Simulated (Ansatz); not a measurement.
# BN: an axial (c/a) deformation path

The task, for BN: look for other minima along an axial (c/a) path.

Computed with Ansatz 0.2.0 (DFT PBEsol, scalar-relativistic, plane waves, PAW, unless a step's input says otherwise).

## (1) The structure to begin with

It takes space group Fmm2 (No. 42, orthorhombic). The conventional cell has a = 2.503 Å, b = 6.991 Å, c = 4.332 Å, α = 90.00°, β = 90.00°, γ = 90.00°. B (site symmetry mm2) is surrounded by 3 N at 1.44 Å. N (site symmetry mm2) has 3 B at 1.44 Å as nearest neighbours.

As a file:

```xyz
2
Lattice="0.0000 3.4953 2.1661 1.2516 0.0000 2.1661 1.2516 3.4953 0.0000" Properties=species:S:1:pos:R:3 pbc="T T T"
B     1.2516    3.4953    0.0002
N     1.2516    3.4953    2.8881
```

It goes back to an entry of the Materials Project, which need not be the stable form.

No relaxation comes first: the listed cell is the starting point.

## (2) Next: an axial (c/a) deformation path

At fixed volume and fractional coordinates, lengths along (0.000, 0.000, 1.000) are scaled against those across it; ρ is that ratio over its starting value.

## (3) Point ρ = 0.850

input.yaml reads:

```yaml
crystal:
  lattice:
    - [0.0, 3.6898902473, 1.9436707384]
    - [1.3213069444, 0.0, 1.9436707384]
    - [1.3213069444, 3.6898902473, 0.0]
  atoms:
    - { symbol: B, position: [4.865e-05, 4.865e-05, 0.99995135] }
    - { symbol: "N", position: [0.66665134, 0.66665134, 0.33334866] }
basis:
  ecutwfc: 300.0
kpoints:
  mp_grid: { grid: [6, 6, 6] }
hamiltonian:
  xc: pbesol
scf:
  occupations: { method: gaussian, width: 0.05 }
output:
  forces: true
  stress: true
  eigenvalues: true
```

Command:

```
> ansatz run input.yaml --threads 1 --pin off --max-ram 2560MiB --backend cpu --events-out ev --progress --plain --runs-dir out
```

## (4) Point ρ = 1.200

Changes to input.yaml since step 3:

```diff
@@ -2,5 +2,5 @@
   lattice:
-    - [0.0, 3.6898902473, 1.9436707384]
-    - [1.3213069444, 0.0, 1.9436707384]
-    - [1.3213069444, 3.6898902473, 0.0]
+    - [0.0, 3.2892181283, 2.4460438784]
+    - [1.177830901, 0.0, 2.4460438784]
+    - [1.177830901, 3.2892181283, 0.0]
   atoms:
```

## (5) ρ = 0.920

Changes to input.yaml since step 4:

```diff
@@ -2,5 +2,5 @@
   lattice:
-    - [0.0, 3.2892181283, 2.4460438784]
-    - [1.177830901, 0.0, 2.4460438784]
-    - [1.177830901, 3.2892181283, 0.0]
+    - [0.0, 3.5938268421, 2.0489685745]
+    - [1.286907752, 0.0, 2.0489685745]
+    - [1.286907752, 3.5938268421, 0.0]
   atoms:
```

## (6) Point ρ = 1.100

Changes to input.yaml since step 5:

```diff
@@ -2,5 +2,5 @@
   lattice:
-    - [0.0, 3.5938268421, 2.0489685745]
-    - [1.286907752, 0.0, 2.0489685745]
-    - [1.286907752, 3.5938268421, 0.0]
+    - [0.0, 3.3860148788, 2.3081916704]
+    - [1.2124926958, 0.0, 2.3081916704]
+    - [1.2124926958, 3.3860148788, 0.0]
   atoms:
```

## (7) ρ = 0.960

Changes to input.yaml since step 6:

```diff
@@ -2,5 +2,5 @@
   lattice:
-    - [0.0, 3.3860148788, 2.3081916704]
-    - [1.2124926958, 0.0, 2.3081916704]
-    - [1.2124926958, 3.3860148788, 0.0]
+    - [0.0, 3.5432028194, 2.107936714]
+    - [1.2687798761, 0.0, 2.107936714]
+    - [1.2687798761, 3.5432028194, 0.0]
   atoms:
```

## (8) At ρ = 1.050

Changes to input.yaml since step 7:

```diff
@@ -2,5 +2,5 @@
   lattice:
-    - [0.0, 3.5432028194, 2.107936714]
-    - [1.2687798761, 0.0, 2.107936714]
-    - [1.2687798761, 3.5432028194, 0.0]
+    - [0.0, 3.4389299082, 2.2377055828]
+    - [1.2314409547, 0.0, 2.2377055828]
+    - [1.2314409547, 3.4389299082, 0.0]
   atoms:
```

## (9) At ρ = 0.800

Changes to input.yaml since step 8:

```diff
@@ -2,5 +2,5 @@
   lattice:
-    - [0.0, 3.4389299082, 2.2377055828]
-    - [1.2314409547, 0.0, 2.2377055828]
-    - [1.2314409547, 3.4389299082, 0.0]
+    - [0.0, 3.7652148384, 1.8666808437]
+    - [1.3482798077, 0.0, 1.8666808437]
+    - [1.3482798077, 3.7652148384, 0.0]
   atoms:
```

## (10) At ρ = 1.300

Changes to input.yaml since step 9:

```diff
@@ -2,5 +2,5 @@
   lattice:
-    - [0.0, 3.7652148384, 1.8666808437]
-    - [1.3482798077, 0.0, 1.8666808437]
-    - [1.3482798077, 3.7652148384, 0.0]
+    - [0.0, 3.2026192256, 2.5801145084]
+    - [1.1468208373, 0.0, 2.5801145084]
+    - [1.1468208373, 3.2026192256, 0.0]
   atoms:
```

(Steps that only read results are left out.)

Q: Predict the outcome of this session. Wanted: highest point.

As calculated:

| quantity | value |
| --- | --- |
| highest point | 750.6 meV/atom at ρ = 1.300 |

In words: Cutoff, mesh or smearing here differ from converged choices, so read the numbers with care. The undisturbed cell stays the lowest of the sampled points. No sampled point inside the path is a dip, apart from those named. The gap on the mesh stays between 1.96 and 4.32 eV. In some runs cutoff or mesh lie under the advised values, so their numbers carry a basis error.
